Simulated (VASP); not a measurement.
# SH2 in VASP: settings compared, part 2 of 2

VASP 6.6.1. The steps go on from the part before.

### Step 5. Single point, RPBE

The input, INCAR:

```
SYSTEM = H2S
PREC = Accurate
ENCUT = 400
EDIFF = 1E-6
ISMEAR = 0
SIGMA = 0.01
LREAL = .False.
LASPH = .True.
NELM = 60
ALGO = Normal
ISIF = 2
LWAVE = .False.
LCHARG = .False.
GGA = RP
NBANDS = 11
ISYM = 0
```

The input, KPOINTS:

```
Automatic mesh
0
Gamma
  1 1 1
  0 0 0
```

The input, POSCAR:

```
H2S                                     
1.0
   12.3255669104      0.0000000000      0.0000000000
    0.0000000000     12.8255669104      0.0000000000
    0.0000000000      0.0000000000     13.3255669104
  S               H             
     1     2
Selective dynamics
Direct
     0.5240426748000004    0.5082814983000006    0.4599902109999974   F   F   F
     0.5102518241443816    0.4295442893623183    0.5260118629981948   T   T   T
     0.4639902196582149    0.5735585309096710    0.5168398112758340   T   T   T
```

Potentials or basis: VASP PAW PBE potentials, release 64 (S, H).

The run is started by

```bash
$ cat potpaw_PBE.64/S/POTCAR potpaw_PBE.64/H/POTCAR > POTCAR
$ mpirun -np 1 vasp_gam > vasp.out
```

OUTCAR:

```text
SYSTEM = H2S
   PREC = Accurate
   ENCUT = 400
   EDIFF = 1E-6
   ISMEAR = 0
   LREAL = .False.
   LASPH = .True.
   NELM = 60
   ISIF = 2
   GGA = RP
   ISYM = 0

 ion  position               nearest neighbor table
   1  0.524  0.508  0.460-   3 1.35   2 1.35
   2  0.510  0.430  0.526-   1 1.35
   3  0.464  0.574  0.517-   1 1.35

IMPORTANT INFORMATION: All symmetrisations will be switched off!
NOSYMM: (Re-)initialisation of all symmetry stuff for point group C_1.

----------------------------------------------------------------------------------------

                                     Primitive cell

  volume of cell :    2106.5374

  direct lattice vectors                    reciprocal lattice vectors
    12.325566910  0.000000000  0.000000000     0.081132171  0.000000000  0.000000000
     0.000000000 12.825566910  0.000000000     0.000000000  0.077969263  0.000000000
     0.000000000  0.000000000 13.325566910     0.000000000  0.000000000  0.075043712

  length of vectors
    12.325566910 12.825566910 13.325566910     0.081132171  0.077969263  0.075043712

  position of ions in fractional coordinates (direct lattice)
     0.524042675  0.508281498  0.459990211
     0.510251824  0.429544289  0.526011863
     0.463990220  0.573558531  0.516839811

  ion indices of the primitive-cell ions
   primitive index   ion index
                 1           1
                 2           2
                 3           3

----------------------------------------------------------------------------------------

 KPOINTS: Automatic mesh

Automatic generation of k-mesh.
 Grid dimensions read from file:
 generate k-points for:    1    1    1

 Generating k-lattice:

  Cartesian coordinates                     Fractional coordinates (reciprocal lattice)
     0.081132171  0.000000000  0.000000000     1.000000000  0.000000000  0.000000000
     0.000000000  0.077969263  0.000000000     0.000000000  1.000000000  0.000000000
     0.000000000  0.000000000  0.075043712     0.000000000  0.000000000  1.000000000

  Length of vectors
     0.081132171  0.077969263  0.075043712

  Shift w.r.t. Gamma in fractional coordinates (k-lattice)
     0.000000000  0.000000000  0.000000000

 Subroutine IBZKPT returns following result:
 ===========================================

 Found      1 irreducible k-points:

 Following reciprocal coordinates:
            Coordinates               Weight
  0.000000  0.000000  0.000000      1.000000
   k-points           NKPTS =      1   k-points in BZ     NKDIM =      1   number of bands    NBANDS=     11
   number of dos      NEDOS =    301   number of ions     NIONS =      3
   total plane-waves  NPLWV = 604800
   dimension x,y,z NGX =    80 NGY =   84 NGZ =   90
   dimension x,y,z NGXF=   160 NGYF=  168 NGZF=  180
   ions per type =               1   2
   NGX,Y,Z   is equivalent  to a cutoff of  10.79, 10.89, 11.23 a.u.
   NGXF,Y,Z  is equivalent  to a cutoff of  21.58, 21.78, 22.46 a.u.
 SYSTEM =  H2S
   PREC   = accura    normal or accurate (medium, high low for compatibility)
   ISTART =      0    job   : 0-new  1-cont  2-samecut
   ICHARG =      2    charge: 1-file 2-atom 10-const
   ISPIN  =      1    spin polarized calculation?
   LNONCOLLINEAR =      F non collinear calculations
   LSORBIT =      F    spin-orbit coupling
   LASPH  =      T    aspherical Exc in radial PAW
   ENCUT  =  400.0 eV  29.40 Ry    5.42 a.u.  20.10 20.92 21.73*2*pi/ulx,y,z
   NELM   =     60;   NELMIN=  2; NELMDL= -5     # of ELM steps
   EDIFF  = 0.1E-05   stopping-criterion for ELM
   LREAL  =      F    real-space projection
   EDIFFG = 0.1E-04   stopping-criterion for IOM
   NSW    =      0    number of steps for IOM
   IBRION =     -1    ionic relax: 0-MD 1-quasi-New 2-CG
   NFREE  =      0    steps in history (QN), initial steepest desc. (CG)
   ISIF   =      2    stress and relaxation
   ISYM   =      0    0-nonsym 1-usesym 2-fastsym
   POTIM  = 0.5000    time-step for ionic-motion
   TEBEG  =    0.0;   TEEND  =   0.0 temperature during run
   PSTRESS=    0.0 pullay stress
   NELECT =       8.0000    total number of electrons
   NUPDOWN=      -1.0000    fix difference up-down
   EMIN   =  10.00;   EMAX   =-10.00  energy-range for DOS
   EFERMI =   0.00;   METHOD = LEGACY
   ISMEAR =     0;   SIGMA  =   0.01  broadening in eV -4-tet -1-fermi 0-gaus
   EFERMI_NEDOS =   21; number of points for ismear=-14 and -15
   IALGO  =     38    algorithm
   IMIX   =      4    mixing-type and parameters
     AMIX     =   0.40;   BMIX     =  1.00
     AMIX_MAG =   1.60;   BMIX_MAG =  1.00
  volume/ion in A,a.u.               =     702.18      4738.54
  Fermi-wavevector in a.u.,A,eV,Ry     =   0.255416  0.482667  0.887609  0.065237
  Thomas-Fermi vector in A             =   1.077651
   LORBIT       =      0    0 simple, 1 ext, 2 COOP (PROOUT), +10 PAW based schemes
   GGA     = RP    functional components
   LHFCALC =     F    Hartree Fock is set to
   AEXX    =    0.0000 exact exchange contribution
   IVDW    =     0    specifies the selected vdW correction
   LEPSILON=     F    determine dielectric tensor
   LRPA    =     F    only Hartree local field effects (RPA)
 non-spin polarized calculation
 Gauss-broadening in eV      SIGMA  =   0.01
  energy-cutoff  :      400.00
  volume of cell :     2106.54
 maximum number of plane-waves:     19124
   NGX = 41   NGY = 41   NGZ = 43

 number of electron       8.0000000 magnetization

 Free energy of the ion-electron system (eV)
  ---------------------------------------------------
  ext. energy  EPLUGINS =         0.00000000
  ---------------------------------------------------
  free energy    TOTEN  =       -11.24350699 eV

  energy without entropy =      -11.24350699  energy(sigma->0) =      -11.24350699

 E-fermi :  -6.1238     XC(G=0):  -0.4217

 val. band max:       -6.1710539563   @ k =   0.0000   0.0000   0.0000
 cond. band min:      -0.8793632756   @ k =   0.0000   0.0000   0.0000
 fundamental gap:      5.2916906807
 Fermi energy:        -6.1238347237

 k-point     1 :       0.0000    0.0000    0.0000
  band No.  band energies     occupation
      1     -18.3901      2.00000
      2     -10.8202      2.00000
      3      -9.0017      2.00000
      4      -6.1711      2.00000
      5      -0.8794      0.00000
      6      -0.5751      0.00000
      7       0.2739      0.00000
      8       0.5280      0.00000
      9       0.5679      0.00000
     10       0.6989      0.00000
     11       0.7685      0.00000

------------------------ aborting loop because EDIFF is reached ----------------------------------------

  FORCE on cell =-STRESS in cart. coord.  units (eV):
  Direction    XX          YY          ZZ          XY          YZ          ZX
  --------------------------------------------------------------------------------------
  -------------------------------------------------------------------------------------
  Total       -0.1215114     -0.1069848     -0.1225282     -0.0054509     -0.0014767     -0.0012342
  in kB       -0.0924184     -0.0813699     -0.0931918     -0.0041458     -0.0011232     -0.0009387
  external PRESSURE =      -0.0889934 kB  Pullay stress =       0.0000000 kB

 VOLUME and BASIS-vectors are now :
 -----------------------------------------------------------------------------
  energy-cutoff  :      400.00
  volume of cell :     2106.54
      direct lattice vectors                 reciprocal lattice vectors
    12.325566910  0.000000000  0.000000000     0.081132171  0.000000000  0.000000000
     0.000000000 12.825566910  0.000000000     0.000000000  0.077969263  0.000000000
     0.000000000  0.000000000 13.325566910     0.000000000  0.000000000  0.075043712

 POSITION                                       TOTAL-FORCE (eV/Angst)
 -----------------------------------------------------------------------------------
      6.45912      6.51900      6.12963         0.000029     -0.000339      0.000795
      6.28914      5.50915      7.00941         0.001851     -0.005411      0.000064
      5.71894      7.35621      6.88718        -0.001880      0.005750     -0.000859
 -----------------------------------------------------------------------------------
    total drift:                                0.000180      0.000173     -0.000107

  FREE ENERGIE OF THE ION-ELECTRON SYSTEM (eV)
  ---------------------------------------------------
  free  energy   TOTEN  =       -11.2435069932 eV

  energy  without entropy=      -11.2435069932  energy(sigma->0) =      -11.24350699
```

It took 69 s on 1 thread of Intel Xeon Platinum 8488C (Sapphire Rapids), shared host; peak memory 0.96 GiB.

Results:

| Quantity | Value |
| --- | --- |
| Free energy | -11.2435 eV |
| Largest force | 0.006 eV/Å |
| Gap between the frontier levels | 5.29 eV |

Forces in eV/Å, atoms in the order of the input:
```
S    0.000  0.000  0.001
H    0.002 -0.005  0.000
H   -0.002  0.006 -0.001
```

Levels at points of the mesh, in eV from the valence-band top:
```
           k point  band 1  band 2  band 3  band 4  band 5  band 6  band 7  band 8  band 9
(0.00, 0.00, 0.00)  -12.22   -4.65   -2.83    0.00    5.29    5.60    6.45    6.70    6.74
```

Caveat: the PAW data sets were made with another functional, which shifts forces and pressure a little.

### Step 6. Overview

| task | level | cell | atoms held fixed (from 0) | gap on the mesh (eV) | largest force (eV/Å) |
| --- | --- | --- | --- | --- | --- |
| relaxation of the atoms | PBE+D3(BJ) | atoms relaxed | [0] | 5.37 | - |
| vibrations by finite differences | PBE+D3(BJ) | as given | - | - | - |
| single point | PBE | as given | - | 5.37 | 0.01 |
| single point | RPBE | as given | - | 5.29 | 0.01 |

Alike in all rows: potentials or basis VASP PAW PBE potentials, release 64 (S, H); no spin polarisation; k mesh 1 × 1 × 1; cutoff (eV) 400; smearing gaussian 0.01 eV.

Caveats: the PAW data sets were made with another functional, which shifts forces and pressure a little (some runs).

Absolute energies hang on the potentials; compare differences alone.
